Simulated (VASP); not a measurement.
# GeSe (Pnma) in VASP: notebook

Runs on GeSe. Level: PBE+D3(BJ). Tasks: relaxation of cell and atoms.

All numbers are computed with VASP 6.6.1; they aren't measurements. Logs are shortened: lines on timing, memory, paths and dates and some standing lists are left out, and cuts for length are marked.

## Step 1: The structure

Symmetry: Pnma, No. 62, orthorhombic system. The conventional cell has a = 10.790 Å, b = 3.820 Å, c = 4.380 Å, α = 90.00°, β = 90.00°, γ = 90.00°. Around Ge (site symmetry m) lie 3 Se at 2.54 to 2.58 Å. Around Se (site symmetry m) lie 3 Ge at 2.54 to 2.58 Å.

## Step 2: Relaxation of cell and atoms, PBE+D3(BJ)

Input file INCAR:

```
PREC     = Accurate       # precision mode
ENCUT    = 600            # plane-wave cutoff, eV
EDIFF    = 1E-6           # SCF threshold, eV
ISMEAR   = 0              # smearing method
SIGMA    = 0.03           # smearing width, eV
LREAL    = F              # projectors in reciprocal space
LASPH    = T              # aspherical terms in the spheres
NELM     = 80             # most SCF steps
ALGO     = Normal         # electronic algorithm
ISIF     = 3              # what is computed and relaxed
LWAVE    = F              # write WAVECAR
LCHARG   = F              # write CHGCAR
GGA      = PE             # functional
IVDW     = 12             # dispersion correction
IBRION   = 2              # ionic algorithm
NSW      = 90             # ionic steps
EDIFFG   = -0.01          # ionic threshold
KPAR     = 8
```

Input file KPOINTS:

```
regular mesh
0
Gamma
  4 8 6
```

Input file POSCAR:

```
GeSe
1.0
   10.7900000000      0.0000000000      0.0000000000
    0.0000000000      3.8200000000      0.0000000000
    0.0000000000      0.0000000000      4.3800000000
Ge Se
4 4
Direct
    0.1210000000      0.7500000000      0.8940000000
    0.6210000000      0.7500000000      0.6060000000
    0.3790000000      0.2500000000      0.3940000000
    0.8790000000      0.2500000000      0.1060000000
    0.8520000000      0.7500000000      0.4970000000
    0.3520000000      0.7500000000      0.0030000000
    0.6480000000      0.2500000000      0.9970000000
    0.1480000000      0.2500000000      0.5030000000
```

Potentials or basis: VASP PAW PBE potentials, release 64 (Ge_d, Se).

Started as:

```bash
> cat potpaw_PBE.64/Ge_d/POTCAR potpaw_PBE.64/Se/POTCAR > POTCAR
> mpirun -np 8 vasp_std > vasp.out
```

OUTCAR:

```text
PREC = Accurate
   ENCUT = 600
   EDIFF = 1E-6
   ISMEAR = 0
   LREAL = F
   LASPH = T
   NELM = 80
   ISIF = 3
   GGA = PE
   IVDW = 12
   IBRION = 2
   NSW = 90
   EDIFFG = -0.01
 IVDW          = 12

 ion  position               nearest neighbor table
   1  0.121  0.750  0.894-   6 2.54   8 2.58   8 2.58
   2  0.621  0.750  0.606-   5 2.54   7 2.58   7 2.58
   3  0.379  0.250  0.394-   8 2.54   6 2.58   6 2.58
   4  0.879  0.250  0.106-   7 2.54   5 2.58   5 2.58
   5  0.852  0.750  0.497-   2 2.54   4 2.58   4 2.58
   6  0.352  0.750  0.003-   1 2.54   3 2.58   3 2.58
   7  0.648  0.250  0.997-   4 2.54   2 2.58   2 2.58
   8  0.148  0.250  0.503-   3 2.54   1 2.58   1 2.58

  LATTYP: Found a simple orthorhombic cell.
 ALAT       =     3.8200000000
 B/A-ratio  =     1.1465968586
 C/A-ratio  =     2.8246073298

  Lattice vectors:

 A1 = (   0.0000000000,   3.8200000000,   0.0000000000)
 A2 = (   0.0000000000,   0.0000000000,   4.3800000000)
 A3 = (  10.7900000000,   0.0000000000,   0.0000000000)

Analysis of symmetry for initial positions (statically):
=====================================================================
 Subroutine PRICEL returns:
 Original cell was already a primitive cell.

 Routine SETGRP: Setting up the symmetry group for a
 simple orthorhombic supercell.

 Subroutine GETGRP returns: Found  8 space group operations
 (whereof  2 operations were pure point group operations)
 out of a pool of  8 trial point group operations.

The static configuration has the point symmetry S_2 .
 The point group associated with its full space group is D_2h.

Analysis of symmetry for dynamics (positions and initial velocities):
=====================================================================
 Subroutine PRICEL returns:
 Original cell was already a primitive cell.

 Routine SETGRP: Setting up the symmetry group for a
 simple orthorhombic supercell.

 Subroutine GETGRP returns: Found  8 space group operations
 (whereof  2 operations were pure point group operations)
 out of a pool of  8 trial point group operations.

The dynamic configuration has the point symmetry S_2 .
 The point group associated with its full space group is D_2h.

 Subroutine INISYM returns: Found  8 space group operations
 (whereof  2 operations are pure point group operations),
 and found     1 'primitive' translations

----------------------------------------------------------------------------------------

                                     Primitive cell

  volume of cell :     180.5340

  direct lattice vectors                    reciprocal lattice vectors
    10.790000000  0.000000000  0.000000000     0.092678406  0.000000000  0.000000000
     0.000000000  3.820000000  0.000000000     0.000000000  0.261780105  0.000000000
     0.000000000  0.000000000  4.380000000     0.000000000  0.000000000  0.228310502

  length of vectors
    10.790000000  3.820000000  4.380000000     0.092678406  0.261780105  0.228310502

  position of ions in fractional coordinates (direct lattice)
     0.121000000  0.750000000  0.894000000
     0.621000000  0.750000000  0.606000000
     0.379000000  0.250000000  0.394000000
     0.879000000  0.250000000  0.106000000
     0.852000000  0.750000000  0.497000000
     0.352000000  0.750000000  0.003000000
     0.648000000  0.250000000  0.997000000
     0.148000000  0.250000000  0.503000000

  ion indices of the primitive-cell ions
   primitive index   ion index
                 1           1
                 2           2
                 3           3
                 4           4
                 5           5
                 6           6
                 7           7
                 8           8

----------------------------------------------------------------------------------------

 KPOINTS: regular mesh

Automatic generation of k-mesh.
 Grid dimensions read from file:
 generate k-points for:    4    8    6

 Generating k-lattice:

  Cartesian coordinates                     Fractional coordinates (reciprocal lattice)
[... 46 lines left out ...]
   EFERMI =   0.00;   METHOD = LEGACY
   ISMEAR =     0;   SIGMA  =   0.03  broadening in eV -4-tet -1-fermi 0-gaus
   EFERMI_NEDOS =   21; number of points for ismear=-14 and -15
   IALGO  =     38    algorithm
   IMIX   =      4    mixing-type and parameters
     AMIX     =   0.40;   BMIX     =  1.00
     AMIX_MAG =   1.60;   BMIX_MAG =  1.00
  volume/ion in A,a.u.               =      22.57       152.29
  Fermi-wavevector in a.u.,A,eV,Ry     =   1.248107  2.358580 21.194766  1.557771
  Thomas-Fermi vector in A             =   2.382209
   LORBIT       =      0    0 simple, 1 ext, 2 COOP (PROOUT), +10 PAW based schemes
   GGA     = PE    functional components
   LHFCALC =     F    Hartree Fock is set to
   AEXX    =    0.0000 exact exchange contribution
   IVDW    =    12    specifies the selected vdW correction
   LEPSILON=     F    determine dielectric tensor
   LRPA    =     F    only Hartree local field effects (RPA)
 conjugate gradient relaxation of ions
 non-spin polarized calculation
 Gauss-broadening in eV      SIGMA  =   0.03
  energy-cutoff  :      600.00
  volume of cell :      180.53
 maximum number of plane-waves:      6072
 NGX is ok and might be reduce to    90
   NGX = 43   NGY = 15   NGZ = 17

--------------------------------------- Ionic step        1  -------------------------------------------

 number of electron      79.9999967 magnetization

 Free energy of the ion-electron system (eV)
  ---------------------------------------------------
  ext. energy  EPLUGINS =         0.00000000
  ---------------------------------------------------
  free energy    TOTEN  =       -33.75114120 eV

  energy without entropy =      -33.75114120  energy(sigma->0) =      -33.75114120

 E-fermi :   4.7477     XC(G=0): -10.0202

 val. band max:        4.5474094281   @ k =   0.0000   0.0000   0.3333
 cond. band min:       5.1774906956   @ k =   0.0000   0.0000   0.0000
 fundamental gap:      0.6300812675
 Fermi energy:         4.7477210363

 k-point     1 :       0.0000    0.0000    0.0000
  band No.  band energies     occupation
      1     -20.0323      2.00000
      2     -20.0297      2.00000
      3     -20.0289      2.00000
      4     -20.0276      2.00000
      5     -20.0273      2.00000
      6     -20.0270      2.00000
[... 1213 lines left out ...]
     47       8.1544      0.00000
     48       8.1544      0.00000

 [... further k-points ...]

------------------------ aborting loop because EDIFF is reached ----------------------------------------

 Edisp (eV)   -2.87332

 E8    (eV) :    -1.2329
[... 123 lines left out ...]
  FREE ENERGIE OF THE ION-ELECTRON SYSTEM (eV)
  ---------------------------------------------------
  free  energy   TOTEN  =       -36.7085586643 eV

  energy  without entropy=      -36.7085586643  energy(sigma->0) =      -36.70855866

[... ionic steps 4 to 22 ...]

--------------------------------------- Ionic step       23  -------------------------------------------

 number of electron      80.0000055 magnetization

------------------------ aborting loop because EDIFF is reached ----------------------------------------
[... 87 lines left out ...]
--------------------------------------- Ionic step       25  -------------------------------------------

 number of electron      80.0000057 magnetization

 Free energy of the ion-electron system (eV)
  ---------------------------------------------------
  ext. energy  EPLUGINS =         0.00000000
  ---------------------------------------------------
  free energy    TOTEN  =       -33.85473964 eV

  energy without entropy =      -33.85473964  energy(sigma->0) =      -33.85473964

 E-fermi :   4.3100     XC(G=0):  -9.8240

 val. band max:        4.1248363602   @ k =   0.0000   0.0000   0.3333
 cond. band min:       4.8361204971   @ k =   0.0000   0.0000   0.0000
 fundamental gap:      0.7112841369
 Fermi energy:         4.3099759487

 k-point     1 :       0.0000    0.0000    0.0000
  band No.  band energies     occupation
      1     -20.4425      2.00000
      2     -20.4407      2.00000
      3     -20.4399      2.00000
      4     -20.4386      2.00000
      5     -20.4385      2.00000
      6     -20.4384      2.00000
[... 1213 lines left out ...]
     47       7.6763      0.00000
     48       7.6763      0.00000

 [... further k-points ...]

------------------------ aborting loop because EDIFF is reached ----------------------------------------

 Edisp (eV)   -2.86350

 E8    (eV) :    -1.2307
[... 31 lines left out ...]
  FREE ENERGIE OF THE ION-ELECTRON SYSTEM (eV)
  ---------------------------------------------------
  free  energy   TOTEN  =       -36.7182376571 eV

  energy  without entropy=      -36.7182376571  energy(sigma->0) =      -36.71823766

 reached required accuracy - stopping structural energy minimisation
```

It took 36 min on 8 MPI ranks of Intel Xeon Platinum 8375C at 2.90GHz (Ice Lake), shared host; peak memory 0.71 GiB.

Results:

```yaml
Free_energy: -36.7182 eV
Relaxed_volume: 23.52 Å³/atom
Relaxed_cell: a = 10.960 Å, b = 3.882 Å, c = 4.423 Å, α = 90.00°, β = 90.00°, γ = 90.00°
Space_group_after_relaxing_to_0.05_Å: Pnma (No. 62)
Energy_gained_by_relaxing: 11.7 meV/atom
Ionic_steps: 25
Pressure_after_relaxing: 0.0 GPa
Largest_force_after_relaxing: 0.010 eV/Å
Band_gap_on_the_k_mesh: 0.71 eV, indirect (least direct gap 0.89 eV)
Dispersion_energy_per_atom: -0.358 eV
```

Forces on the atoms (eV/Å):
```
Ge   0.007  0.000 -0.007
Ge   0.007  0.000  0.007
Ge  -0.007  0.000 -0.007
Ge  -0.007  0.000  0.007
Se   0.005  0.000  0.008
Se   0.005  0.000 -0.008
Se  -0.005  0.000  0.008
Se  -0.005  0.000 -0.008
```

The path:
```
step  energy change (eV)  largest force (eV/Å)  pressure (GPa)  volume (Å³)
   1              0.0000                0.2543            3.31       180.53
   2             -0.0416                0.2877           -2.39       193.00
   3             -0.0841                0.1310           -0.08       187.88
   4             -0.0841                0.1262           -0.02       187.73
   5             -0.0878                0.0880            0.00       187.88
   6             -0.0900                0.0458            0.02       188.07
   7             -0.0901                0.0431            0.06       188.10
   8             -0.0912                0.0347           -0.05       188.44
   9             -0.0912                0.0360           -0.21       188.86
  10             -0.0914                0.0347           -0.19       188.67
  11             -0.0920                0.0429            0.00       188.33
  12             -0.0921                0.0472            0.14       188.14
  13             -0.0926                0.0377            0.09       188.16
  14             -0.0932                0.0185            0.04       188.20
  15             -0.0934                0.0170           -0.06       188.33
  16             -0.0934                0.0168           -0.04       188.37
  17             -0.0934                0.0168           -0.09       188.43
  18             -0.0935                0.0168           -0.04       188.34
  19             -0.0936                0.0184            0.02       188.17
  20             -0.0936                0.0183            0.11       188.14
  21             -0.0936                0.0183           -0.03       188.16
  22             -0.0936                0.0183            0.06       188.15
  23             -0.0937                0.0135            0.01       188.18
  24             -0.0937                0.0124           -0.01       188.22
  25             -0.0938                0.0097            0.00       188.18
```

Final structure:
```cif
data_structure
_symmetry_space_group_name_H-M 'P 1'
_symmetry_Int_Tables_number 1
_cell_length_a 10.9599
_cell_length_b 3.8817
_cell_length_c 4.4233
_cell_angle_alpha 90.000
_cell_angle_beta 90.000
_cell_angle_gamma 90.000
_cell_volume 188.18
loop_
_atom_site_label
_atom_site_type_symbol
_atom_site_fract_x
_atom_site_fract_y
_atom_site_fract_z
_atom_site_occupancy
Ge1 Ge 0.12293 0.75000 0.89010 1
Ge2 Ge 0.62293 0.75000 0.60990 1
Ge3 Ge 0.37707 0.25000 0.39010 1
Ge4 Ge 0.87707 0.25000 0.10990 1
Se1 Se 0.85450 0.75000 0.49863 1
Se2 Se 0.35450 0.75000 0.00137 1
Se3 Se 0.64550 0.25000 0.99863 1
Se4 Se 0.14550 0.25000 0.50137 1
```

Levels at points of the mesh, in eV from the valence-band top:
```
           k point  band 37  band 38  band 39  band 40  band 41  band 42  band 43  band 44
(0.00, 0.00, 0.00)    -1.38    -1.07    -0.82    -0.18     0.71     2.65     2.69     2.69
(0.50, 0.00, 0.00)    -1.67    -1.67    -0.44    -0.44     2.37     2.37     2.42     2.42
(0.00, 0.50, 0.00)    -1.38    -1.38    -1.18    -1.18     1.12     1.12     1.23     1.23
(0.50, 0.50, 0.00)    -1.50    -1.50    -1.50    -1.50     1.50     1.50     1.50     1.50
(0.00, 0.00, 0.50)    -0.96    -0.96    -0.38    -0.38     1.24     1.24     1.94     1.94
(0.50, 0.00, 0.50)    -0.57    -0.57    -0.52    -0.52     1.29     1.29     1.93     1.93
(0.00, 0.50, 0.50)    -2.14    -2.14    -1.51    -1.51     2.86     2.86     3.23     3.23
(0.50, 0.50, 0.50)    -1.46    -1.46    -1.46    -1.46     2.56     2.56     2.56     2.56
```

A k mesh can miss the band edges. Zero-point motion and thermal expansion aren't in these numbers.

(Continued in part 2 of 2.)
